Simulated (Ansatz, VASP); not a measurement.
# Two plane-wave programs on Al

```xyz
1
Lattice="0.0000 2.0200 2.0200 2.0200 0.0000 2.0200 2.0200 2.0200 0.0000" Properties=species:S:1:pos:R:3 pbc="T T T"
Al    0.0000    0.0000    0.0000
```

Alike in both runs: task single point; functional PBE; k mesh 13 × 13 × 13; no spin polarisation.

|  | VASP | Ansatz |
| --- | --- | --- |
| version | VASP 6.6.1 | Ansatz 0.2.0 |
| potentials or method | VASP PAW PBE potentials, release 64 (Al) | plane waves (420 eV) with PAW, scalar-relativistic |
| plane-wave cutoff (eV) | 520 | 420 |
| occupations | methfessel-paxton of order 1, width 0.1 eV | cold, width 0.1 eV |
| valence electrons in the cell | 3 | 3 |

|  | VASP | Ansatz | Ansatz less VASP |
| --- | --- | --- | --- |
| pressure (GPa) | 0.0 | 0.0 | +0.02 |
